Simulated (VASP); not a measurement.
A run of VASP 6.6.1 is set up as follows.

File INCAR:

```
SYSTEM = ScAl2
  PREC = Accurate
  ENCUT = 600
  EDIFF = 1E-6
  ISMEAR = 1
  SIGMA = 0.1
  LREAL = .False.
  LASPH = .True.
  NELM = 100
  ALGO = Normal
  ISIF = 3
  LWAVE = .False.
  LCHARG = .False.
  METAGGA = R2SCAN
  LMIXTAU = .True.
  IVDW = 13
  VDW_S6 = 1.0
  VDW_S8 = 0.6018749
  VDW_A1 = 0.51559235
  VDW_A2 = 5.77342911
  IBRION = 2
  NSW = 40
  EDIFFG = -0.005
```

KPOINTS

```
Automatic mesh
0
Gamma
  6 6 6
  0 0 0
```

The input POSCAR:

```
ScAl2
1.0
    0.0000000000      3.7776526849      3.7776526849
    3.7776526849      0.0000000000      3.7776526849
    3.7776526849      3.7776526849      0.0000000000
Sc Al
2 4
Direct
    0.2500000000      0.2500000000      0.2500000000
    0.0000000000      0.0000000000      0.0000000000
    0.6250000000      0.6250000000      0.1250000000
    0.6250000000      0.1250000000      0.6250000000
    0.1250000000      0.6250000000      0.6250000000
    0.6250000000      0.6250000000      0.6250000000
```

Potentials or basis: VASP PAW PBE potentials, release 64 (Sc_sv, Al).

Launch:

```sh
$ cat potpaw_PBE.64/Sc_sv/POTCAR potpaw_PBE.64/Al/POTCAR > POTCAR
$ mpirun -np 1 vasp_std > vasp.out
```

(1) What does it give for the relaxed volume?

(2) Predict the band gap on the k mesh.

(3) Estimate the dispersion energy per atom.

Results:

(1) 17.81 Å³/atom.

(2) none (metal or under the smearing width).

(3) -0.112 eV.

Caveat: the PAW data sets were made with another functional, which shifts forces and pressure a little; pairwise dispersion overbinds metals, which lowers pressure and volume.
